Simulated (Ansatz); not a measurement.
Input of an Ansatz 0.2.0 run:

input.yaml

```yaml
crystal:
  lattice:
    - [3.48, 0.0, 0.0]
    - [-1.74, 3.0137684052, 0.0]
    - [0.0, 0.0, 5.59]
  atoms:
    - { symbol: Pb, position: [0.6666666667, 0.3333333333, 0.75] }
    - { symbol: Pb, position: [0.3333333333, 0.6666666667, 0.25] }
kpoints:
  mp_grid: { grid: [9, 9, 5] }
  band_path:
    path:
      - [0.0, 0.0, 0.0]
      - [0.5, 0.0, 0.0]
      - [0.3333333333, 0.3333333333, 0.0]
      - [0.0, 0.0, 0.0]
      - [0.0, 0.0, 0.5]
      - [0.5, 0.0, 0.5]
      - [0.3333333333, 0.3333333333, 0.5]
      - [0.0, 0.0, 0.5]
    npoints: 6
scf:
  occupations: { method: fermi_dirac, width: 0.05 }
hamiltonian:
  xc: pbe
  pseudopotentials: { kind: all_electron, lapw: { basis_error: 0.001 } }
output:
  forces: true
  stress: true
  eigenvalues: true
```

Potentials or basis: all-electron LAPW, scalar-relativistic.

Launch:

```bash
$ ansatz run input.yaml --threads 1 --pin off --max-ram 3072MiB --backend cpu --events-out ev --progress --plain --runs-dir out
```

Problem. Estimate the pressure.

Solution. 4.1 GPa.

Problem. Estimate the band gap along the path.

Solution. None (metal or under the smearing width).

Stress tensor (GPa, compression positive):
```
2.84 0.00 0.00
0.00 2.84 0.00
0.00 0.00 6.74
```

Caveat: spin-orbit coupling is left out, which moves the levels of the heavy elements.
